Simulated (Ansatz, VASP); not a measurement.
## NaCl in VASP and in Ansatz

```
CELL_PARAMETERS angstrom
0.00000 2.81000 2.81000
2.81000 0.00000 2.81000
2.81000 2.81000 0.00000
ATOMIC_POSITIONS crystal
Na 0.00000 0.00000 0.00000
Cl 0.50000 0.50000 0.50000
```

Alike in both runs: task relaxation of cell and atoms; functional PBEsol; k mesh 8 × 8 × 8; occupations gaussian, width 0.02 eV; no spin polarisation.

|  | VASP | Ansatz |
| --- | --- | --- |
| version | VASP 6.6.1 | Ansatz 0.2.0 |
| potentials or method | VASP PAW PBE potentials, release 64 (Na_pv, Cl) | scalar-relativistic, plane waves, PAW |
| plane-wave cutoff (eV) | 600 | 420 |
| valence electrons in the cell | 14 | 16 |

```tsv
	VASP	Ansatz	Ansatz less VASP
gap on the k mesh at the Fermi level, each at its own relaxed structure (eV)	5.00	5.01	+0.011
relaxed volume (Å³/atom)	22.02	21.97	-0.044
relaxed cell length with the largest relative difference (Å)	3.964	3.961	-0.0027
```

The two sets of potentials don't hold the same shells in valence.

Caveats: the PAW data sets were made with another functional, which shifts forces and pressure a little (VASP). PBEsol gaps usually lie below the measured ones, often by a third to a half.
